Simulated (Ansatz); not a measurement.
**ZnTe, pressure series**

Base system: ZnTe in the zinc blende structure (space group F-43m, No. 216; a = 6.179 Å).

Cell and atoms are relaxed at each pressure.

The values are results of Kohn–Sham DFT with the PBE functional, run in Ansatz (an electronic-structure program) with PAW and 420 eV plane waves, spin-orbit coupling left out, not measurements.

Base values:

* **Band gap**: 1.08 eV

Question: The aim is a band gap between 0.92 eV and 0.98 eV. Which of these changes reaches it?
(A) pressure 1.8 GPa
(B) pressure 60 GPa
(C) pressure 18 GPa
(D) pressure 30 GPa
(E) pressure 4.2 GPa

Answer: B, pressure 60 GPa. It gives 0.94 eV; pressure 4.2 GPa gives 1.46 eV; pressure 30 GPa gives 1.48 eV; pressure 1.8 GPa gives 1.25 eV; pressure 18 GPa gives 1.76 eV. Changes not listed may reach it too

With Te present, leaving out spin-orbit coupling can change the band edges. Load acts through the strain it causes; cell and atoms are relaxed under it. Whether these cells are dynamically stable was not tested. Measured, ZnTe leaves this structure (for cinnabar) near 9.5 GPa (temperature not stated; as listed in Datta, Sujoy, Jana, Debnarayan, arXiv (2020)), on rising pressure, with hysteresis.
